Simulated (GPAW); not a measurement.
**1 ML Co on Mo(110), 1 substrate layers: cost and accuracy of the k mesh**

Aim: see how far moments and order energies of 1 ML Co on Mo(110), 1 substrate layers move with the k mesh, and what each rung costs.

Method: PBE; plane waves with GPAW's PAW setups, scalar-relativistic, in GPAW 26.7.0.

**1. The starting structure**

The cell holds 2 atoms: 1 Mo and 1 Co. Its edges and angles: a = 2.725 Å, b = 2.725 Å, c = 16.086 Å, α = 90.0°, β = 90.0°, γ = 109.5°. pseudomorphic film on the substrate's lattice, hard-sphere layer spacings, unrelaxed, 14 A of vacuum. Vacuum lies along c.

**2. Rung 1 (mesh 4×4×1), start ferro +**

The ladder starts at a coarse mesh; cost grows with the number of points.

Contents of order1.py:

```python
import json
import numpy as np
from ase import Atoms
from ase.parallel import paropen, parprint
from gpaw import GPAW

atoms = Atoms(['Mo', 'Co'],
    cell=[[1.573415, -2.225145, 0.0],
         [1.573415, 2.225145, 0.0],
         [0.0, 0.0, 16.085698]],
    scaled_positions=[[0.0, 0.0, 0.435169],
         [0.5, 0.5, 0.564831]],
    pbc=True,
    magmoms=[0.0, 2.0])
atoms.calc = GPAW(mode={'name': 'pw', 'ecut': 550},
    xc='PBE',
    kpts={'size': (4, 4, 1), 'gamma': True},
    occupations={'name': 'fermi-dirac', 'width': 0.1},
    convergence={'density': 1e-05, 'energy': 1e-05},
    maxiter=200,
    symmetry={'tolerance': 1e-4},
    txt='order1.txt')
e = atoms.get_potential_energy(force_consistent=True)
res = {'free_energy': e, 'energy_sigma0': atoms.get_potential_energy(), 'fermi_energy': atoms.calc.get_fermi_level()}
res['moments'] = atoms.get_magnetic_moments().tolist()
res['total'] = atoms.get_magnetic_moment()
parprint('site moments (muB):', np.round(res['moments'], 3))
parprint(f"total moment: {res['total']:.3f} muB")
parprint(f'free energy: {e:.6f} eV')
atoms.calc.write('order1.gpw')
with paropen('results.json', 'w') as f:
    json.dump(res, f)
```

Command:

```sh
$ OMP_NUM_THREADS=1 mpirun -n 2 gpaw python order1.py > order1.log
```

Numbers of over 12 decimals in the logs are rounded to 6 here.

The program printed:

```text
site moments (muB): [0.044 1.698]
total moment: 1.740 muB
free energy: -16.755131 eV

--- order1.txt ---
Input parameters:
  mode=PW(ecut=550),
  convergence={'density': 1e-05, 'energy': 1e-05},
  kpts=MonkhorstPack(size=(4, 4, 1), gamma=True),
  maxiter=200,
  occupations=Occupations(name='fermi-dirac', width=0.1),
  symmetry=Symmetry(tolerance=0.0001),
  xc=XC(name='PBE')

Diagonalizing LCAO Hamiltonian
Converting LCAO to pw mode

           Co

       Mo

Atoms  # Å, Bohr magnetons
|   | symbol |        x |        y |        z |    initial magnetic moments |
|---|--------|----------|----------|----------|-----------------------------|
| 0 |     Mo | 0.000000 | 0.000000 | 6.999997 | ( 0.0000,  0.0000,  0.0000) |
| 1 |     Co | 1.573415 | 0.000000 | 9.085701 | ( 0.0000,  0.0000,  2.0000) |

Unit cell  # Å
| periodic |        x |         y |         z |   lengths |     angles |
|----------|----------|-----------|-----------|-----------|------------|
|      yes | 1.573415 | -2.225145 |  0.000000 |  2.725235 |  90.000000 |
|      yes | 1.573415 |  2.225145 |  0.000000 |  2.725235 |  90.000000 |
|      yes | 0.000000 |  0.000000 | 16.085698 | 16.085698 | 109.471225 |

Number of symmetries: 4

BZ-sampling:
  Number of BZ points: 16
  Number of IBZ points: 7

  Monkhorst-Pack size: [4, 4, 1]
  Monkhorst-Pack shift: [0.125, 0.125, 0.0]

Plane wave coefficients: 3310
Cutoff: 550.0 eV

Spin-components: 2 (collinear spins)
Bands:           19
Projectors:      12
Spin-degeneracy: 1
Datatype:        complex128

Parallelization:
  kpt:    2
  domain: 1
  band:   1

Density:
  Valence electrons: 23.0
  Components: 2
  Grid points: [15 15 90]
  Charge: 0.0  # |e|

Potential:
  Grid points: [15 15 90]

[... setups left out ...]
Reference energy: -148036.782537  # eV

eigensolver:
  PPCG
  Converge bands: occupied
  niter=2

density mixing:
  MSR1-Mixer
  Pratt-step length: 0.05
  Maximum mixing coefficient: 0.75
  Old densities: 10
  SVD Regularization: 0.005
  Good broyden scale: 1.0
  Trust region scale: 1.0
  Backstep threshold: 4.0
  History deletion threshold: 6.0
  Fourier metric: weight=20.0, sigma=0.015

occupation numbers:
  Fermi-Dirac:
    width: 0.1000  # eV

poisson solver:
  ecut: 4400.0  # eV

xc functional:
  name: PBE with 2 nearest neighbor stencil

convergence criteria:
- Maximum integral of absolute [dens]ity change: 1e-05 electrons / valence electron
- Maximum [total energy] change in last 3 cyles: 1e-05 eV / valence electron
- Maximum integral of absolute [eigenst]ate change: 4e-08 eV^2 / valence electron
maximum number of iterations: 200

SCF iterations
|iter     |      energy | eigst |  dens |  magmom |
|---------|-------------|-------|-------|---------|
|iter:   1|       0s |  -20.255591 | +0.34 |       |  +2.0038|
|iter:   2|       1s |  -18.735917 | -0.70 | -0.57 |  +1.9192|
|iter:   3|       1s |  -17.525247 | -1.40 | -0.76 |  +1.9451|
|iter:   4|       2s |  -17.099208 | -1.58 | -0.96 |  +1.9022|
|iter:   5|       3s |  -16.766119 | -1.45 | -1.09 |  +1.8554|
|iter:   6|       3s |  -16.683888 | -1.82 | -1.28 |  +1.8163|
|iter:   7|       4s |  -16.664570 | -2.12 | -1.44 |  +1.7746|
|iter:   8|       4s |  -16.669956 | -3.17 | -1.64 |  +1.7542|
|iter:   9|       5s |  -16.685706 | -2.96 | -1.76 |  +1.7149|
|iter:  10|       5s |  -16.690674 | -3.64 | -2.05 |  +1.7028|
|iter:  11|       6s |  -16.696355 | -3.67 | -2.27 |  +1.6983|
|iter:  12|       6s |  -16.697369 | -4.22 | -2.48 |  +1.7078|
|iter:  13|       7s |  -16.697904 | -4.61 | -2.75 |  +1.7243|
|iter:  14|       7s |  -16.697949 | -5.42 | -3.05 |  +1.7327|
|iter:  15|       8s |  -16.697897c| -6.33 | -3.46 |  +1.7364|
|iter:  16|       8s |  -16.697885c| -6.94 | -3.86 |  +1.7379|
|iter:  17|       9s |  -16.697876c| -7.42c| -4.21 |  +1.7390|
|iter:  18|      10s |  -16.697881c| -7.76c| -4.40 |  +1.7393|
|iter:  19|      10s |  -16.697885c| -7.73c| -4.76 |  +1.7394|
|iter:  20|      10s |  -16.697883c| -8.15c| -4.78 |  +1.7395|
|iter:  21|      10s |  -16.697885c| -8.54c| -5.08c|  +1.7395|

Converged in 21 steps
Energy contributions relative to reference atoms: (reference = -148036.782537)

Energy contributions:
  Kinetic:         -14.915946
  Coulomb:           9.292819
  Zero:             -0.329534
  External:          0.000000
  Xc:              -10.687979
  Entropy:          -0.114492
  Spinorbit:         0.000000
  ----------------------------
  Free energy:     -16.755131
  Extrapolated:    -16.697885

dipole moment: (-11.752801, -0.000000, 0.034989)  # |e|*Ang

Total magnetic moment: (0.000000, 0.000000, 1.739537)

Local magnetic moments
|        x |        y |        z |
|----------|----------|----------|
| 0.000000 | 0.000000 | 0.044389 |  # Mo   0
| 0.000000 | 0.000000 | 1.697842 |  # Co   1

Fermi level: -0.488
Eigenvalues  # (at kpt = [0.000, 0.000, 0.000])
| band index |      eig [eV] | occ [0-1] |      eig [eV] | occ [0-1] |
|------------|---------------|-----------|---------------|-----------|
|          0 |       -61.510 |     1.000 |       -61.474 |     1.000 |
|        ... |               |           |               |           |
|          4 |        -6.547 |     1.000 |        -6.494 |     1.000 |
|          5 |        -4.843 |     1.000 |        -4.473 |     1.000 |
|          6 |        -3.311 |     1.000 |        -2.571 |     1.000 |
|          7 |        -2.634 |     1.000 |        -1.579 |     1.000 |
|          8 |        -2.475 |     1.000 |        -1.337 |     1.000 |
|          9 |        -2.344 |     1.000 |        -1.239 |     0.999 |
|         10 |        -2.294 |     1.000 |        -1.110 |     0.998 |
|         11 |        -2.165 |     1.000 |        -0.239 |     0.077 |
|         12 |        -1.195 |     0.999 |        -0.147 |     0.032 |
|         13 |         0.451 |     0.000 |         0.486 |     0.000 |
|         14 |         1.181 |     0.000 |         1.321 |     0.000 |
|         15 |         1.540 |     0.000 |         1.601 |     0.000 |
|         16 |         1.857 |     0.000 |         1.829 |     0.000 |
|         17 |         3.878 |     0.000 |         3.884 |     0.000 |
|         18 |         4.137 |     0.000 |         4.195 |     0.000 |

No gap
No difference between direct/indirect transitions
```

It took 13 s on 2 MPI ranks of Arm Neoverse V2, shared host; peak memory 0.42 GiB; 26 s of CPU time.

Read from the output:

```
magnetization  : 1.740 μB
final state    : ferromagnetic
largest moment : 1.698 μB
```

After 21 cycles the largest moment stands at 1.70 μB.

**3. Rung 1 (mesh 2×4×1), start antiferro q=(1/2,1/2,0) +-**

The second start gives the energy difference between the two end states, the quantity that is followed up the ladder. Its q is in fractions of the reciprocal vectors of the first run's cell.

Contents of order2.py:

```python
import json
import numpy as np
from ase import Atoms
from ase.parallel import paropen, parprint
from gpaw import GPAW

atoms = Atoms(['Mo', 'Mo', 'Co', 'Co'],
    cell=[[3.14683, -4.45029, 0.0],
         [3.14683, 0.0, 0.0],
         [0.0, 0.0, 16.085698]],
    scaled_positions=[[0.0, 0.0, 0.435169],
         [0.5, 0.0, 0.435169],
         [0.0, 0.5, 0.564831],
         [0.5, 0.5, 0.564831]],
    pbc=True,
    magmoms=[0.0, 0.0, 2.0, -2.0])
atoms.calc = GPAW(mode={'name': 'pw', 'ecut': 550},
    xc='PBE',
    kpts={'size': (2, 4, 1), 'gamma': True},
    occupations={'name': 'fermi-dirac', 'width': 0.1},
    convergence={'density': 1e-05, 'energy': 1e-05},
    maxiter=200,
    symmetry={'tolerance': 1e-4},
    txt='order2.txt')
e = atoms.get_potential_energy(force_consistent=True)
res = {'free_energy': e, 'energy_sigma0': atoms.get_potential_energy(), 'fermi_energy': atoms.calc.get_fermi_level()}
res['moments'] = atoms.get_magnetic_moments().tolist()
res['total'] = atoms.get_magnetic_moment()
parprint('site moments (muB):', np.round(res['moments'], 3))
parprint(f"total moment: {res['total']:.3f} muB")
parprint(f'free energy: {e:.6f} eV')
atoms.calc.write('order2.gpw')
with paropen('results.json', 'w') as f:
    json.dump(res, f)
```

Command:

```sh
$ OMP_NUM_THREADS=1 mpirun -n 2 gpaw python order2.py > order2.log
```

The program printed:

```text
site moments (muB): [ 0.03  -0.03   1.466 -1.466]
total moment: -0.000 muB
free energy: -33.317053 eV

--- order2.txt ---
Input parameters:
  mode=PW(ecut=550),
  convergence={'density': 1e-05, 'energy': 1e-05},
  kpts=MonkhorstPack(size=(2, 4, 1), gamma=True),
  maxiter=200,
  occupations=Occupations(name='fermi-dirac', width=0.1),
  symmetry=Symmetry(tolerance=0.0001),
  xc=XC(name='PBE')

Diagonalizing LCAO Hamiltonian
Converting LCAO to pw mode

             Co
               Co
         Mo
           Mo

Atoms  # Å, Bohr magnetons
|   | symbol |        x |         y |        z |    initial magnetic moments |
|---|--------|----------|-----------|----------|-----------------------------|
| 0 |     Mo | 0.000000 |  0.000000 | 6.999997 | ( 0.0000,  0.0000,  0.0000) |
| 1 |     Mo | 1.573415 | -2.225145 | 6.999997 | ( 0.0000,  0.0000,  0.0000) |
| 2 |     Co | 1.573415 |  0.000000 | 9.085701 | ( 0.0000,  0.0000,  2.0000) |
| 3 |     Co | 3.146830 | -2.225145 | 9.085701 | ( 0.0000,  0.0000, -2.0000) |

Number of symmetries: 2

BZ-sampling:
  Number of BZ points: 8
  Number of IBZ points: 6

  Monkhorst-Pack size: [2, 4, 1]
  Monkhorst-Pack shift: [0.25, 0.125, 0.0]

Plane wave coefficients: 6620
Cutoff: 550.0 eV

Spin-components: 2 (collinear spins)
Bands:           32
Projectors:      24
Spin-degeneracy: 1
Datatype:        complex128

Parallelization:
  kpt:    2
  domain: 1
  band:   1

Density:
  Valence electrons: 46.0
  Components: 2
  Grid points: [30 18 90]
  Charge: 0.0  # |e|

Potential:
  Grid points: [30 18 90]

[... setups left out ...]
Reference energy: -296073.565074  # eV

convergence criteria:
[...]
|iter:  27|      56s |  -33.184601c| -8.36c| -5.07c|  -0.0000|

Converged in 27 steps
Energy contributions relative to reference atoms: (reference = -296073.565074)

Energy contributions:
  Kinetic:         -30.430530
  Coulomb:          19.051370
  Zero:             -0.658067
  External:          0.000000
  Xc:              -21.014922
  Entropy:          -0.264905
  Spinorbit:         0.000000
  ----------------------------
  Free energy:     -33.317053
  Extrapolated:    -33.184601

dipole moment: (-43.699722, 28.555097, 0.070325)  # |e|*Ang

Total magnetic moment: (0.000000, 0.000000, -0.000000)

Local magnetic moments
|        x |        y |         z |
|----------|----------|-----------|
| 0.000000 | 0.000000 |  0.029789 |  # Mo   0
| 0.000000 | 0.000000 | -0.029789 |  # Mo   1
| 0.000000 | 0.000000 |  1.465628 |  # Co   2
| 0.000000 | 0.000000 | -1.465629 |  # Co   3

Fermi level: -0.546
Eigenvalues  # (at kpt = [0.000, 0.000, 0.000])
| band index |      eig [eV] | occ [0-1] |      eig [eV] | occ [0-1] |
|------------|---------------|-----------|---------------|-----------|
|          0 |       -61.536 |     1.000 |       -61.536 |     1.000 |
|        ... |               |           |               |           |
|         14 |        -2.633 |     1.000 |        -2.633 |     1.000 |
|         15 |        -2.319 |     1.000 |        -2.319 |     1.000 |
|         16 |        -2.132 |     1.000 |        -2.132 |     1.000 |
|         17 |        -1.886 |     1.000 |        -1.886 |     1.000 |
[...]
|         27 |         1.212 |     0.000 |         1.212 |     0.000 |
|         28 |         1.562 |     0.000 |         1.562 |     0.000 |
|         29 |         1.811 |     0.000 |         1.811 |     0.000 |
|        ... |               |           |               |           |
|         31 |         4.159 |     0.000 |         4.159 |     0.000 |

No gap
No difference between direct/indirect transitions
```

The job ended after 61 s (2 MPI ranks; peak memory 0.63 GiB; 2 min of CPU time).

Spin moment in the augmentation sphere by atom:

```tsv
atom	spin moment in the augmentation sphere (μB)
Mo1	0.03
Mo2	-0.03
Co3	1.47
Co4	-1.47
```

Read from the output:

| Item | Value |
| --- | --- |
| magnetization | 0 μB |
| final state | antiferromagnetic |

This start lies +96.6 meV a seeded atom from the first; its largest moment is 1.47 μB.

**4. Rung 2 (mesh 6×6×1), start ferro +**

order1.py is the script of step 2 with these lines changed:

```diff
@@ -16,3 +16,3 @@
     xc='PBE',
-    kpts={'size': (4, 4, 1), 'gamma': True},
+    kpts={'size': (6, 6, 1), 'gamma': True},
     occupations={'name': 'fermi-dirac', 'width': 0.1},
```

Command:

```sh
$ OMP_NUM_THREADS=1 mpirun -n 2 gpaw python order1.py > order1.log
```

The program printed:

```text
site moments (muB): [-0.076  1.677]
total moment: 1.566 muB
free energy: -16.882863 eV

--- order1.txt ---
Input parameters:
  mode=PW(ecut=550),
  convergence={'density': 1e-05, 'energy': 1e-05},
  kpts=MonkhorstPack(size=(6, 6, 1), gamma=True),
  maxiter=200,
  occupations=Occupations(name='fermi-dirac', width=0.1),
  symmetry=Symmetry(tolerance=0.0001),
  xc=XC(name='PBE')

Diagonalizing LCAO Hamiltonian
[...]
|          6 |        -3.380 |     1.000 |        -2.855 |     1.000 |
|          7 |        -2.632 |     1.000 |        -1.634 |     1.000 |
[...]
|         15 |         1.438 |     0.000 |         1.473 |     0.000 |
|         16 |         1.676 |     0.000 |         1.673 |     0.000 |
|         17 |         3.917 |     0.000 |         3.886 |     0.000 |
|         18 |         4.183 |     0.000 |         4.252 |     0.000 |

No gap
No difference between direct/indirect transitions

[key lines of the parts left out:]
Free energy:     -16.882863
Converged in 21 steps
dipole moment: (-11.749006, 0.000000, 0.048634)  # |e|*Ang
Fermi level: -0.522
```

The job ended after 20 s (2 MPI ranks; peak memory 0.44 GiB).

This step gave:

| Quantity | Value |
| --- | --- |
| magnetization | 1.566 μB |
| final state | ferromagnetic |
| largest moment | 1.677 μB |

The largest moment moves by -0.02 μB from rung 1, at 1.6 times its CPU time.

**5. Rung 2 (mesh 3×6×1), start antiferro q=(1/2,1/2,0) +-**

order2.py is the script of step 3 with these lines changed:

```diff
@@ -18,3 +18,3 @@
     xc='PBE',
-    kpts={'size': (2, 4, 1), 'gamma': True},
+    kpts={'size': (3, 6, 1), 'gamma': True},
     occupations={'name': 'fermi-dirac', 'width': 0.1},
```

Command:

```sh
$ OMP_NUM_THREADS=1 mpirun -n 2 gpaw python order2.py > order2.log
```

The program printed:

```text
site moments (muB): [-0.015  0.015  1.449 -1.449]
total moment: 0.000 muB
free energy: -33.524865 eV

--- order2.txt ---
Input parameters:
  mode=PW(ecut=550),
  convergence={'density': 1e-05, 'energy': 1e-05},
  kpts=MonkhorstPack(size=(3, 6, 1), gamma=True),
  maxiter=200,
  occupations=Occupations(name='fermi-dirac', width=0.1),
  symmetry=Symmetry(tolerance=0.0001),
  xc=XC(name='PBE')

[...]
|         16 |        -2.232 |     1.000 |        -2.232 |     1.000 |
[...]
|         26 |         0.897 |     0.000 |         0.896 |     0.000 |
|         27 |         1.044 |     0.000 |         1.044 |     0.000 |
|         28 |         1.475 |     0.000 |         1.475 |     0.000 |
|        ... |               |           |               |           |
|         31 |         3.986 |     0.000 |         3.986 |     0.000 |

No gap
No difference between direct/indirect transitions

[key lines of the parts left out:]
Free energy:     -33.524865
Converged in 26 steps
dipole moment: (-43.686273, 28.546808, 0.095642)  # |e|*Ang
Fermi level: -0.597
```

The job ended after 86 s (2 MPI ranks; peak memory 0.62 GiB).

Read from the output:

```yaml
magnetization: 0 μB
final_state: antiferromagnetic
largest_moment: 1.449 μB
```

This start lies +120.4 meV a seeded atom from the first, a change of +23.8 meV since rung 1; its largest moment is 1.45 μB.

**6. Rung 3 (mesh 8×8×1), start ferro +**

order1.py is the script of step 4 with these lines changed:

```diff
@@ -16,3 +16,3 @@
     xc='PBE',
-    kpts={'size': (6, 6, 1), 'gamma': True},
+    kpts={'size': (8, 8, 1), 'gamma': True},
     occupations={'name': 'fermi-dirac', 'width': 0.1},
```

Command:

```sh
$ OMP_NUM_THREADS=1 mpirun -n 2 gpaw python order1.py > order1.log
```

The program printed:

```text
site moments (muB): [0.013 1.735]
total moment: 1.745 muB
free energy: -16.874414 eV

--- order1.txt ---
Input parameters:
  mode=PW(ecut=550),
  convergence={'density': 1e-05, 'energy': 1e-05},
  kpts=MonkhorstPack(size=(8, 8, 1), gamma=True),
  maxiter=200,
  occupations=Occupations(name='fermi-dirac', width=0.1),
  symmetry=Symmetry(tolerance=0.0001),
  xc=XC(name='PBE')

Diagonalizing LCAO Hamiltonian
[...]
|          6 |        -3.419 |     1.000 |        -2.738 |     1.000 |
|          7 |        -2.672 |     1.000 |        -1.603 |     1.000 |
[...]
|         15 |         1.446 |     0.000 |         1.540 |     0.000 |
|         16 |         1.729 |     0.000 |         1.759 |     0.000 |
|         17 |         3.908 |     0.000 |         3.893 |     0.000 |
|         18 |         4.160 |     0.000 |         4.237 |     0.000 |

No gap
No difference between direct/indirect transitions

[key lines of the parts left out:]
Free energy:     -16.874414
Converged in 21 steps
dipole moment: (-11.750315, -0.000000, 0.044664)  # |e|*Ang
Fermi level: -0.535
```

It took 30 s on 2 MPI ranks; peak memory 0.46 GiB; 60 s of CPU time.

Numbers from this step:

```
magnetization  : 1.745 μB
final state    : ferromagnetic
largest moment : 1.735 μB
```

The largest moment moves by +0.06 μB from rung 2, at 1.5 times its CPU time.

**7. Rung 3 (mesh 4×8×1), start antiferro q=(1/2,1/2,0) +-**

order2.py is the script of step 5 with these lines changed:

```diff
@@ -18,3 +18,3 @@
     xc='PBE',
-    kpts={'size': (3, 6, 1), 'gamma': True},
+    kpts={'size': (4, 8, 1), 'gamma': True},
     occupations={'name': 'fermi-dirac', 'width': 0.1},
```

Command:

```sh
$ OMP_NUM_THREADS=1 mpirun -n 2 gpaw python order2.py > order2.log
```

The program printed:

```text
site moments (muB): [ 0.014 -0.014  1.474 -1.474]
total moment: -0.000 muB
free energy: -33.465049 eV

--- order2.txt ---
Input parameters:
  mode=PW(ecut=550),
  convergence={'density': 1e-05, 'energy': 1e-05},
  kpts=MonkhorstPack(size=(4, 8, 1), gamma=True),
  maxiter=200,
  occupations=Occupations(name='fermi-dirac', width=0.1),
  symmetry=Symmetry(tolerance=0.0001),
  xc=XC(name='PBE')

[...]
|         16 |        -2.233 |     1.000 |        -2.233 |     1.000 |
[...]
|         26 |         0.895 |     0.000 |         0.895 |     0.000 |
|         27 |         1.091 |     0.000 |         1.091 |     0.000 |
|         28 |         1.492 |     0.000 |         1.492 |     0.000 |
|        ... |               |           |               |           |
|         31 |         4.036 |     0.000 |         4.036 |     0.000 |

No gap
No difference between direct/indirect transitions

[key lines of the parts left out:]
Free energy:     -33.465049
Converged in 34 steps
dipole moment: (-43.694616, 28.551565, 0.088519)  # |e|*Ang
Fermi level: -0.606
```

Wall time 3.4 min (2 MPI ranks); peak memory 0.72 GiB.

Numbers from this step:

```
magnetization  : 0 μB
final state    : antiferromagnetic
largest moment : 1.474 μB
```

This start lies +141.9 meV a seeded atom from the first, a change of +21.5 meV since rung 2; its largest moment is 1.47 μB.

(Part 1 of 2 ends here.)

[Logs and program files are shortened in this print: banners, set-up blocks, solver, clock and traceback lines can be left out without a mark of their own.]

[Logs are printed without paths, hosts, clocks, repeated set-up lines and the standing remarks that a program may print on its own settings, such as how far it seeks lower states.]

[Hosts, paths, dates, database ids (printed as entryN), source tags and the programs' standing remarks are cut or masked in the printed files.]

[Where a cell is said to come from a database of computed structures, the database is the Materials Project.]
